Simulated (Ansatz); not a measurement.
A (111) slab of InSb (F-43m (No. 216)), 6 planes, outer planes In (top) and Sb (bottom), with 6 atoms (In3Sb3) in a surface cell of A = 18.607 Å², as cut from the bulk:

```yaml
crystal:
  lattice:
    - [4.63519, 0.00000, 0.00000]
    - [-2.31760, 4.01420, 0.00000]
    - [0.00000, 0.00000, 23.51540]
  atoms:
    - { symbol: Sb, position: [0.00000, 0.00000, 0.31894] }
    - { symbol: In, position: [0.33333, 0.66667, 0.35918] }
    - { symbol: Sb, position: [0.33333, 0.66667, 0.47988] }
    - { symbol: In, position: [0.66667, 0.33333, 0.52012] }
    - { symbol: Sb, position: [0.66667, 0.33333, 0.64082] }
    - { symbol: In, position: [0.00000, 0.00000, 0.68106] }
```

These are results of Ansatz 0.2.0, DFT r2SCAN, scalar-relativistic, plane waves, PAW, not measurements. Cutoff 500 eV; k points 9×9×1 on the computed 6-atom cell (Γ-centred); Gaussian smearing, width 0.10 eV; no spin polarisation. The cell repeats along c with a dipole correction in the vacuum.

Against the same 6 atoms in the bulk, the slab as cut lies 1.805 eV higher and the relaxed slab 1.754 eV higher.

(1) Work out the surface energy before and after relaxation.

(2) What is the ideal work of this cut, per area?

Answers

(1) The slab has two faces, so γ = (E_slab − N·E_bulk)/(2A), the mean of both. As cut: 1.805/(2 × 18.607) = 0.0485 eV/Å², and 1 eV/Å² = 16.02 J/m², so γ = 0.78 J/m². Relaxed: 1.754/(2 × 18.607) = 0.0471 eV/Å² = 0.76 J/m². Relaxation recovers 3 % of the cost of cutting.

(2) Griffith's ideal work is 2γ: 1.55 J/m² if the new faces stay rigid, 1.51 J/m² if they relax. Other cuts parallel to this plane can cost less. One thickness was run, 6 planes, so γ can still shift with it.